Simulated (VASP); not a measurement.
# MnAs (Pm-3m) in VASP: reference runs

Aim: a first look at MnAs with PBE, on the cell as given.

Program: VASP 6.6.1. These are calculated values, not measurements. Logs are shortened: lines on timing, memory, paths and dates and some standing lists are left out, and cuts for length are marked.

### Step 1. The structure

Symmetry: Pm-3m, No. 221, cubic system. The conventional cell has a = 3.362 Å, b = 3.362 Å, c = 3.362 Å, α = 90.00°, β = 90.00°, γ = 90.00°. Around Mn (site symmetry m-3m) lie 8 As at 2.91 Å. Around As (site symmetry m-3m) lie 8 Mn at 2.91 Å.

The cell was built by a generator and needn't be a form met in nature.

### Step 2. Single point, PBE, collinear spin, ferromagnetic start

INCAR reads:

```
SYSTEM = MnAs
  PREC = Accurate
  ENCUT = 520
  EDIFF = 1E-7
  ISMEAR = -1
  SIGMA = 0.05
  LREAL = .FALSE.
  LASPH = .TRUE.
  NELM = 150
  ALGO = Normal
  ISIF = 2
  LWAVE = .FALSE.
  LCHARG = .TRUE.
  ISPIN = 2
  MAGMOM = 4 0
  LORBIT = 11
  LMAXMIX = 4
  GGA = PE
  LELF = .TRUE.
  LVHAR = .TRUE.
  NBANDS = 20
```

KPOINTS reads:

```
Automatic mesh
0
G
  8 8 8
  0 0 0
```

POSCAR reads:

```
MnAs
1.0
    3.3616209100      0.0000000000      0.0000000000
    0.0000000000      3.3616209100      0.0000000000
    0.0000000000      0.0000000000      3.3616209100
Mn As
1 1
Direct
    0.0000000000      0.0000000000      0.0000000000
    0.5000000000      0.5000000000      0.5000000000
```

Potentials or basis: VASP PAW PBE potentials, release 64 (Mn_pv, As).

On the command line:

```console
cat potpaw_PBE.64/Mn_pv/POTCAR potpaw_PBE.64/As/POTCAR > POTCAR
mpirun -np 1 vasp_std > vasp.out
```

OUTCAR:

```text
SYSTEM = MnAs
   PREC = Accurate
   ENCUT = 520
   EDIFF = 1E-7
   ISMEAR = -1
   LREAL = .FALSE.
   LASPH = .TRUE.
   NELM = 150
   ISIF = 2
   ISPIN = 2
   LORBIT = 11
   GGA = PE

 ion  position               nearest neighbor table
   1  0.000  0.000  0.000-   2 2.91   2 2.91   2 2.91   2 2.91   2 2.91   2 2.91   2 2.91   2 2.91

   2  0.500  0.500  0.500-   1 2.91   1 2.91   1 2.91   1 2.91   1 2.91   1 2.91   1 2.91   1 2.91

  LATTYP: Found a simple cubic cell.
 ALAT       =     3.3616209100

  Lattice vectors:

 A1 = (   3.3616209100,   0.0000000000,   0.0000000000)
 A2 = (   0.0000000000,   3.3616209100,   0.0000000000)
 A3 = (   0.0000000000,   0.0000000000,   3.3616209100)

Analysis of symmetry for initial positions (statically):
=====================================================================
 Subroutine PRICEL returns:
 Original cell was already a primitive cell.

 Routine SETGRP: Setting up the symmetry group for a
 simple cubic supercell.

 Subroutine GETGRP returns: Found 48 space group operations
 (whereof 48 operations were pure point group operations)
 out of a pool of 48 trial point group operations.

The static configuration has the point symmetry O_h .

Analysis of symmetry for dynamics (positions and initial velocities):
=====================================================================
 Subroutine PRICEL returns:
 Original cell was already a primitive cell.

 Routine SETGRP: Setting up the symmetry group for a
 simple cubic supercell.

 Subroutine GETGRP returns: Found 48 space group operations
 (whereof 48 operations were pure point group operations)
 out of a pool of 48 trial point group operations.

The dynamic configuration has the point symmetry O_h .

Analysis of structural, dynamic, and magnetic symmetry:
=====================================================================
 Subroutine PRICEL returns:
 Original cell was already a primitive cell.

 Routine SETGRP: Setting up the symmetry group for a
 simple cubic supercell.

 Subroutine GETGRP returns: Found 48 space group operations
 (whereof 48 operations were pure point group operations)
 out of a pool of 48 trial point group operations.

The overall configuration has the point symmetry O_h .

 Subroutine INISYM returns: Found 48 space group operations
 (whereof 48 operations are pure point group operations),
 and found     1 'primitive' translations

----------------------------------------------------------------------------------------

                                     Primitive cell

  volume of cell :      37.9880

  direct lattice vectors                    reciprocal lattice vectors
     3.361620910  0.000000000  0.000000000     0.297475541  0.000000000  0.000000000
     0.000000000  3.361620910  0.000000000     0.000000000  0.297475541  0.000000000
     0.000000000  0.000000000  3.361620910     0.000000000  0.000000000  0.297475541

  length of vectors
     3.361620910  3.361620910  3.361620910     0.297475541  0.297475541  0.297475541

  position of ions in fractional coordinates (direct lattice)
     0.000000000  0.000000000  0.000000000
     0.500000000  0.500000000  0.500000000

  ion indices of the primitive-cell ions
   primitive index   ion index
                 1           1
                 2           2

----------------------------------------------------------------------------------------

 KPOINTS: Automatic mesh

Automatic generation of k-mesh.
 Grid dimensions read from file:
 generate k-points for:    8    8    8

 Generating k-lattice:

  Cartesian coordinates                     Fractional coordinates (reciprocal lattice)
     0.037184443  0.000000000  0.000000000     0.125000000  0.000000000  0.000000000
     0.000000000  0.037184443  0.000000000     0.000000000  0.125000000  0.000000000
     0.000000000  0.000000000  0.037184443     0.000000000  0.000000000  0.125000000

  Length of vectors
     0.037184443  0.037184443  0.037184443

  Shift w.r.t. Gamma in fractional coordinates (k-lattice)
     0.000000000  0.000000000  0.000000000

 Subroutine IBZKPT returns following result:
 ===========================================

 Found     35 irreducible k-points:

 Following reciprocal coordinates:
            Coordinates               Weight
  0.000000  0.000000  0.000000      1.000000
  0.125000  0.000000  0.000000      6.000000
  0.250000  0.000000  0.000000      6.000000
  0.375000  0.000000  0.000000      6.000000
  0.500000  0.000000  0.000000      3.000000
  0.125000  0.125000  0.000000     12.000000
[... 16 lines left out ...]
  0.375000  0.375000  0.125000     24.000000
  0.500000  0.375000  0.125000     24.000000
 [... further k-points ...]
   k-points           NKPTS =     35   k-points in BZ     NKDIM =     35   number of bands    NBANDS=     20
   number of dos      NEDOS =    301   number of ions     NIONS =      2
   total plane-waves  NPLWV =  21952
   dimension x,y,z NGX =    28 NGY =   28 NGZ =   28
   dimension x,y,z NGXF=    56 NGYF=   56 NGZF=   56
   ions per type =               1   1
   NGX,Y,Z   is equivalent  to a cutoff of  13.85, 13.85, 13.85 a.u.
   NGXF,Y,Z  is equivalent  to a cutoff of  27.69, 27.69, 27.69 a.u.
 SYSTEM =  MnAs
   PREC   = accura    normal or accurate (medium, high low for compatibility)
   ISTART =      0    job   : 0-new  1-cont  2-samecut
   ICHARG =      2    charge: 1-file 2-atom 10-const
   ISPIN  =      2    spin polarized calculation?
   LNONCOLLINEAR =      F non collinear calculations
   LSORBIT =      F    spin-orbit coupling
   LASPH  =      T    aspherical Exc in radial PAW
   ENCUT  =  520.0 eV  38.22 Ry    6.18 a.u.   6.25  6.25  6.25*2*pi/ulx,y,z
   NELM   =    150;   NELMIN=  2; NELMDL= -5     # of ELM steps
   EDIFF  = 0.1E-06   stopping-criterion for ELM
   LREAL  =      F    real-space projection
   EDIFFG = 0.1E-05   stopping-criterion for IOM
   NSW    =      0    number of steps for IOM
   IBRION =     -1    ionic relax: 0-MD 1-quasi-New 2-CG
   NFREE  =      0    steps in history (QN), initial steepest desc. (CG)
   ISIF   =      2    stress and relaxation
   ISYM   =      2    0-nonsym 1-usesym 2-fastsym
   POTIM  = 0.5000    time-step for ionic-motion
   TEBEG  =    0.0;   TEEND  =   0.0 temperature during run
   PSTRESS=    0.0 pullay stress
   NELECT =      18.0000    total number of electrons
   NUPDOWN=      -1.0000    fix difference up-down
   EMIN   =  10.00;   EMAX   =-10.00  energy-range for DOS
   EFERMI =   0.00;   METHOD = LEGACY
   ISMEAR =    -1;   SIGMA  =   0.05  broadening in eV -4-tet -1-fermi 0-gaus
   EFERMI_NEDOS =   21; number of points for ismear=-14 and -15
   IALGO  =     38    algorithm
   IMIX   =      4    mixing-type and parameters
     AMIX     =   0.40;   BMIX     =  1.00
     AMIX_MAG =   1.60;   BMIX_MAG =  1.00
  volume/ion in A,a.u.               =      18.99       128.18
  Fermi-wavevector in a.u.,A,eV,Ry     =   1.276293  2.411843 22.162841  1.628923
  Thomas-Fermi vector in A             =   2.408957
   LORBIT       =     11    0 simple, 1 ext, 2 COOP (PROOUT), +10 PAW based schemes
   GGA     = PE    functional components
   LHFCALC =     F    Hartree Fock is set to
   AEXX    =    0.0000 exact exchange contribution
   IVDW    =     0    specifies the selected vdW correction
   LEPSILON=     F    determine dielectric tensor
   LRPA    =     F    only Hartree local field effects (RPA)
 spin polarized calculation
  energy-cutoff  :      520.00
  volume of cell :       37.99
 maximum number of plane-waves:      1064
 NGX is ok and might be reduce to    28
   NGX = 13   NGY = 13   NGZ = 13

 number of electron      17.9999992 magnetization       3.6788751

 Free energy of the ion-electron system (eV)
  ---------------------------------------------------
  ext. energy  EPLUGINS =         0.00000000
  ---------------------------------------------------
  free energy    TOTEN  =       -13.21050989 eV

  energy without entropy =      -13.19749281  energy(sigma->0) =      -13.20400135

 E-fermi :   6.0166     XC(G=0): -10.7500

 val. band max:        6.0152272406   @ k =   0.5000   0.5000   0.1250
 cond. band min:       6.0264736281   @ k =   0.3750   0.0000   0.0000
 fundamental gap:      0.0112463875
 Fermi energy:         6.0166425535

 spin component 1

 k-point     1 :       0.0000    0.0000    0.0000
  band No.  band energies     occupation
      1     -44.2273      1.00000
      2     -44.2273      1.00000
      3     -44.2273      1.00000
      4      -6.6090      1.00000
      5       2.5710      1.00000
      6       2.5710      1.00000
[... 12 lines left out ...]
     19      22.3915      0.00000
     20      22.3915      0.00000
[... 507 lines left out ...]
 k-point    24 :       0.5000    0.3750    0.1250
  band No.  band energies     occupation
      1     -44.2393      1.00000
      2     -44.2372      1.00000
      3     -44.2273      1.00000
      4      -4.0511      1.00000
      5       1.1827      1.00000
      6       1.9506      1.00000
[... 12 lines left out ...]
     19      20.2761      0.00000
     20      22.9951      0.00000

 [... further k-points ...]

 spin component 2

 k-point     1 :       0.0000    0.0000    0.0000
  band No.  band energies     occupation
      1     -40.2206      1.00000
      2     -40.2206      1.00000
      3     -40.2206      1.00000
      4      -6.7377      1.00000
      5       5.6052      0.99973
      6       5.6052      0.99973
[... 12 lines left out ...]
     19      22.4465      0.00000
     20      22.4465      0.00000
[... 507 lines left out ...]
 k-point    24 :       0.5000    0.3750    0.1250
  band No.  band energies     occupation
      1     -40.2353      1.00000
      2     -40.2327      1.00000
      3     -40.2204      1.00000
      4      -4.2757      1.00000
      5       1.4005      1.00000
      6       2.3035      1.00000
[... 12 lines left out ...]
     19      20.6355      0.00000
     20      22.9219      0.00000

 [... further k-points ...]

------------------------ aborting loop because EDIFF is reached ----------------------------------------

  FORCE on cell =-STRESS in cart. coord.  units (eV):
  Direction    XX          YY          ZZ          XY          YZ          ZX
  --------------------------------------------------------------------------------------
  -------------------------------------------------------------------------------------
  Total       -2.4175987     -2.4175987     -2.4175987     -0.0000000     -0.0000000     -0.0000000
  in kB     -101.9644051   -101.9644051   -101.9644051     -0.0000000     -0.0000000     -0.0000000
  external PRESSURE =    -101.9644051 kB  Pullay stress =       0.0000000 kB

 VOLUME and BASIS-vectors are now :
 -----------------------------------------------------------------------------
  energy-cutoff  :      520.00
  volume of cell :       37.99
      direct lattice vectors                 reciprocal lattice vectors
     3.361620910  0.000000000  0.000000000     0.297475541  0.000000000  0.000000000
     0.000000000  3.361620910  0.000000000     0.000000000  0.297475541  0.000000000
     0.000000000  0.000000000  3.361620910     0.000000000  0.000000000  0.297475541

 POSITION                                       TOTAL-FORCE (eV/Angst)
 -----------------------------------------------------------------------------------
      0.00000      0.00000      0.00000         0.000000      0.000000      0.000000
      1.68081      1.68081      1.68081         0.000000      0.000000      0.000000
 -----------------------------------------------------------------------------------
    total drift:                               -0.000000      0.000000     -0.000000

  FREE ENERGIE OF THE ION-ELECTRON SYSTEM (eV)
  ---------------------------------------------------
  free  energy   TOTEN  =       -13.2105098876 eV

  energy  without entropy=      -13.1974928094  energy(sigma->0) =      -13.20400135

 total charge

# of ion       s       p       d       tot
------------------------------------------
    1        0.226   6.140   4.967  11.333
    2        1.292   1.342   0.033   2.667
--------------------------------------------------
tot          1.519   7.482   4.999  14.000

 magnetization (x)

# of ion       s       p       d       tot
------------------------------------------
    1        0.033   0.027   3.726   3.786
    2        0.021  -0.207   0.003  -0.183
--------------------------------------------------
tot          0.054  -0.180   3.729   3.603
```

Run time: 55 s. Hardware: 1 thread of Intel Xeon Platinum 8488C (Sapphire Rapids), shared host; peak memory 0.2 GiB.

What came out:

| Property | Result |
| --- | --- |
| Free energy | -13.2105 eV |
| Pressure | -10.2 GPa |
| Band gap on the k mesh | none (metal or under the smearing width) |
| Net moment | 3.68 μB per cell |
| Site moments | Mn +3.79; As -0.18 μB |
| Valence electrons inside the program's atomic spheres | Mn 11.33; As 2.67 |

Caveat: a cell with one magnetic atom can't hold antiferromagnetic order, which such compounds often take.
